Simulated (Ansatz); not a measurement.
## SnO: how the energy converges with the cutoff

SnO, P1, a = 3.884 Å, b = 3.870 Å, c = 10.271 Å, α, β, γ = 91.1°, 90.9°, 89.3°. Ansatz: PBE, PAW, cutoff varied, Γ-centred 6×6×4 mesh on 8 atoms, Gaussian smearing 0.02 eV; no spin polarisation. Single points at one geometry with displaced atoms, the cutoff alone changed; ΔE is the energy at zero smearing over the run at 600 eV. The runs up to 350 eV lie under the cutoff recommended for these PAW datasets.

```
cutoff (eV)  ΔE (meV/atom)
        200        5536.44
        250              ?
        300         252.28
        350          53.54
        420           4.21
```

Q: Assume ΔE falls exponentially with the cutoff, fit y = ln ΔE against x, the cutoff in eV, to the other rows, and predict the missing value.

A: y = 8.619, 5.531, 3.980, 1.437. Means x = 317.5, y = 4.8918; Σ(Δx)² = 25675, ΣΔxΔy = -832.9; the slope is their ratio. y = 15.19 − 0.03244 x, a factor of ten per 71 eV. At 250 eV this gives ΔE = 1187.97 meV/atom. The run gave 1143.15, a ratio of 1.04. Between neighbouring rows the decay runs from a factor of ten per 63 eV to one per 76 eV, so one exponential is only a rough guide.

This form isn't the usual stable structure of the compound.